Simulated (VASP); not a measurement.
The system is Te.

```
Te
1.0
     3.93605    0.00000    0.00000
    -1.96803    3.40872    0.00000
     0.00000    0.00000   10.72014
Te
4
Direct
  0.00000 0.00000 0.25000
  0.00000 0.00000 0.75000
  0.33333 0.66667 0.75000
  0.66667 0.33333 0.25000
```

The cell was built by a generator and needn't be a form met in nature.

| Quantity | Value |
| --- | --- |
| Program | VASP 6.6.1 |
| Task | relaxation of cell and atoms |
| Functional | r2SCAN |
| Potentials or basis | VASP PAW PBE potentials, release 64 (Te) |
| Cutoff | 600 eV |
| k mesh | 6 × 6 × 2 |
| Occupations | gaussian, width 0.1 eV |
| Spin | no spin polarisation |

At the start: pressure 67.4 GPa; volume 35.96 Å³/atom.

Task: Where does the relaxation end?

Result: Over 29 steps the energy falls by 4617.0 meV/atom and the volume is 36.85 Å³/atom (+2.5 %); space group P6_3/mmc (No. 194, to 0.05 Å).

The path:
| step | energy change (eV) | largest force (eV/Å) | pressure (GPa) | volume (Å³) |
| --- | --- | --- | --- | --- |
| 1 | 0.0000 | 0.0000 | 67.44 | 143.83 |
| 2 | -8.3466 | 0.0000 | -1.20 | 629.22 |
| 3 | -8.8049 | 0.0000 | -1.46 | 587.97 |
| 4 | -9.3971 | 0.0000 | -1.78 | 545.24 |
| 5 | -15.7270 | 0.0000 | -3.87 | 312.58 |
| 6 | -17.2648 | 0.0000 | 3.35 | 220.18 |
| 7 | -17.4011 | 0.0000 | -1.85 | 254.48 |
| 8 | -17.5351 | 0.0000 | -0.49 | 241.60 |
| 9 | -17.5402 | 0.0000 | -0.10 | 238.67 |
| 10 | -17.5429 | 0.0000 | -0.10 | 237.45 |
| 11 | -17.5512 | 0.0000 | -0.11 | 233.76 |
| 12 | -17.5703 | 0.0000 | -0.13 | 226.39 |
| 13 | -17.6178 | 0.0000 | -0.16 | 211.65 |
| 14 | -17.7601 | 0.0000 | -0.21 | 182.17 |
| 15 | -17.3141 | 0.0000 | 10.24 | 123.21 |
| 16 | -17.7612 | 0.0000 | -0.21 | 178.51 |
| 17 | -18.3090 | 0.0000 | 0.58 | 150.86 |
| 18 | -18.3665 | 0.0000 | 3.27 | 137.04 |
| 19 | -18.4147 | 0.0000 | 1.62 | 143.79 |
| 20 | -18.4203 | 0.0000 | 1.99 | 141.90 |
| 21 | -18.4208 | 0.0000 | 2.01 | 141.71 |
| 22 | -18.4214 | 0.0000 | 2.11 | 141.21 |
| 23 | -18.4226 | 0.0000 | 2.08 | 141.28 |
| 24 | -18.4261 | 0.0000 | 1.99 | 141.52 |
| 25 | -18.4327 | 0.0000 | 1.82 | 141.98 |
| 26 | -18.4441 | 0.0000 | 1.48 | 142.91 |
| 27 | -18.4601 | 0.0000 | 0.83 | 144.79 |
| 28 | -18.4662 | 0.0000 | -0.36 | 148.60 |
| 29 | -18.4679 | 0.0000 | 0.00 | 147.41 |

Final structure:
```cif
data_structure
_symmetry_space_group_name_H-M 'P 1'
_symmetry_Int_Tables_number 1
_cell_length_a 5.1710
_cell_length_b 5.1710
_cell_length_c 6.3657
_cell_angle_alpha 90.000
_cell_angle_beta 90.000
_cell_angle_gamma 120.000
_cell_volume 147.41
loop_
_atom_site_label
_atom_site_type_symbol
_atom_site_fract_x
_atom_site_fract_y
_atom_site_fract_z
_atom_site_occupancy
Te1 Te 0.00000 0.00000 0.25000 1
Te2 Te 0.00000 0.00000 0.75000 1
Te3 Te 0.33333 0.66667 0.75000 1
Te4 Te 0.66667 0.33333 0.25000 1
```

Caveat: the PAW data sets were made with another functional, which shifts forces and pressure a little.
